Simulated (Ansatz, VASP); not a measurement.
**BiTe in VASP and in Ansatz**

INCAR

```
ALGO = Normal ; EDIFF = 1E-6
ENCUT = 520 ; GGA = PE
ISIF = 2 ; ISMEAR = 0
LASPH = T ; LCHARG = F
LREAL = F ; LWAVE = F
NBANDS = 18 ; NELM = 60
PREC = Accurate ; SIGMA = 0.15
```

File KPOINTS:

```
k-points
0
Gamma
  12 12 12
```

POSCAR

```
BiTe
1.0
    2.4227077728      1.3987509848      3.3172919545
   -2.4227077728      1.3987509848      3.3172919545
    0.0000000000     -2.7975019696      3.3172919545
Bi Te
1 1
Direct
    0.3991797461      0.5000000000      0.5000000000
    0.0000000000      0.0000000000      0.0000000000
```

Input for Ansatz:

```yaml
crystal:
  lattice:
    - [2.4227077728, 1.3987509848, 3.3172919545]
    - [-2.4227077728, 1.3987509848, 3.3172919545]
    - [0.0, -2.7975019696, 3.3172919545]
  atoms:
    - { symbol: Bi, position: [0.3991797461, 0.5, 0.5] }
    - { symbol: Te, position: [0.0, 0.0, 0.0] }
basis:
  ecutwfc: 420
kpoints:
  mp_grid: { grid: [12, 12, 12] }
hamiltonian:
  xc: pbe
scf:
  occupations: { method: gaussian, width: 0.15 }
output:
  forces: true
  stress: true
  eigenvalues: true
```

Change from the starting cell: all Bi atoms moved +0.438 Å, as atom 1 towards its neighbour atom 1 (Bi) at 4.339 Å.

Alike in both runs: task single point; functional PBE; k mesh 12 × 12 × 12; occupations gaussian, width 0.15 eV; no spin polarisation.

```csv
,VASP,Ansatz
version,VASP 6.6.1,Ansatz 0.2.0
potentials or method,"VASP PAW PBE potentials, release 64 (Bi_d, Te)","scalar-relativistic, plane waves, PAW"
plane-wave cutoff (eV),520,420
valence electrons in the cell,21,31
```

Ansatz gave:

| Property | Result |
| --- | --- |
| gap on the k mesh at the Fermi level (eV) | none |
| pressure (GPa) | 2.6 |
| largest component of the traceless stress (GPa) | 1.70 |
| rms of the force components (eV/Å) | 0.470 |

Task: Which values does VASP return?

Result: gap on the k mesh at the Fermi level (eV): none; pressure (GPa): 2.6; largest component of the traceless stress (GPa): 1.71; rms of the force components (eV/Å): 0.472.

Atom by atom the forces differ by 0.002 eV/Å (rms over components). A gap of «none» marks a metal or a gap that the smearing closes. With one functional, cell and mesh, what is left measures potentials, basis and numerics. The two sets of potentials don't hold the same shells in valence.

Caveats: spin-orbit coupling is left out, which moves the levels of the heavy elements.
